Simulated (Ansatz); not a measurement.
# Zone-centre phonons of AlN at 50 GPa: input and output

Level of theory: DFT PBE, scalar-relativistic, plane waves, PAW in Ansatz.

Launched with:
```bash
ansatz run input.yaml --threads 1 --pin off --max-ram 3072MiB --backend cpu --events-out ev --progress --plain --runs-dir out
```

Input (bare energies are in eV):
```yaml
crystal:
  lattice:
    - [0.0, 2.0716686521, 2.0716686521]
    - [2.0716686521, 0.0, 2.0716686521]
    - [2.0716686521, 2.0716686521, 0.0]
  atoms:
    - { symbol: Al, position: [0.0, 0.0, 0.0] }
    - { symbol: "N", position: [0.75, 0.75, 0.75] }
basis:
  ecutwfc: 420
kpoints:
  mp_grid: { grid: [10, 10, 10] }
hamiltonian:
  xc: pbe
scf:
  occupations: { method: fixed }
output:
  eigenvalues: true
phonons:
  method: dfpt
  dielectric: true
  rigid_motions: translations
  eigenvectors: true
```

Results section of the output:
```
--- Phonons (Γ-DFPT): 2 representative perturbations + reference, on 171 of 1000 k-points (Σ response iterations 6) ---
  k mesh reduced under 4 symmetry operations, with k and −k counted as one. Each operation leaves every solved perturbation unchanged. A smaller set is not considered because the run solves the response ...
  ASR residual: 5.305e-4 → 0.000e0 eV/Å²; symmetrization residual: 3.638e-7 eV/Å²
  ASR residual per site (eV/Å²): 5.31e-4 2.53e-4
  Γ frequencies (cm⁻¹): 0.00 0.00 0.00 815.99 815.99 815.99
  ε∞ (high-frequency dielectric tensor):
        4.362300    -0.000000     0.000000
       -0.000000     4.362300     0.000000
        0.000000     0.000000     4.362300
  ε⁰ (static dielectric tensor: ions relaxed, cell fixed):
        7.241819    -0.000000     0.000000
       -0.000000     7.241819     0.000000
        0.000000     0.000000     7.241819
  ε⁰ − ε∞ (ionic part):
        2.879520    -0.000000     0.000000
       -0.000000     2.879520     0.000000
        0.000000     0.000000     2.879520
  softest optical mode at Γ: 815.99 cm⁻¹; the repairs (sum rule, projections) moved no ω² at Γ by more than (2.32 cm⁻¹)²
  Born effective charges Z* (e; rows j = field, columns β = displacement):
    site 0:
         2.52759   -0.00000    0.00000
         0.00000    2.52759    0.00000
         0.00000    0.00000    2.52759
    site 1:
        -2.52759    0.00000   -0.00000
        -0.00000   -2.52759   -0.00000
        -0.00000   -0.00000   -2.52759
  Z* charge neutrality: 3.973e-4 e pre-enforcement
  solved inside a basis spanned on kpoints, on 10×10×10 k-points, its susceptibility summed on 14×14×14: ε∞ is read to err by 1.1e-2, Z* by 8.3e-3 e (field_mesh: kpoints solves on kpoints); Z* is corrected for ...
  optical modes at Γ without the LO–TO term, one row a degenerate level:
      ω (cm⁻¹) modes IR ((D/Å)²/amu)
        815.99      3            47.9563
  optical modes at Γ + LO–TO along q̂ = [1.0000, 0.0000, 0.0000]:
      ω (cm⁻¹) modes IR ((D/Å)²/amu)
        815.99      2            31.9709
       1051.36      1            15.9854
  optical modes at Γ + LO–TO along q̂ = [0.0000, 1.0000, 0.0000]:
      ω (cm⁻¹) modes IR ((D/Å)²/amu)
        815.99      2            31.9709
       1051.36      1            15.9854
  optical modes at Γ + LO–TO along q̂ = [0.0000, 0.0000, 1.0000]:
      ω (cm⁻¹) modes IR ((D/Å)²/amu)
        815.99      2            31.9709
       1051.36      1            15.9854
```

Time: 9 s on 1 thread of AMD EPYC 9R45 96-Core Processor (Zen 5) (shared host), peak memory 0.48 GiB.

Other phases may be more stable at this pressure.

This zinc-blende form isn't the usual stable structure of the compound at low pressure.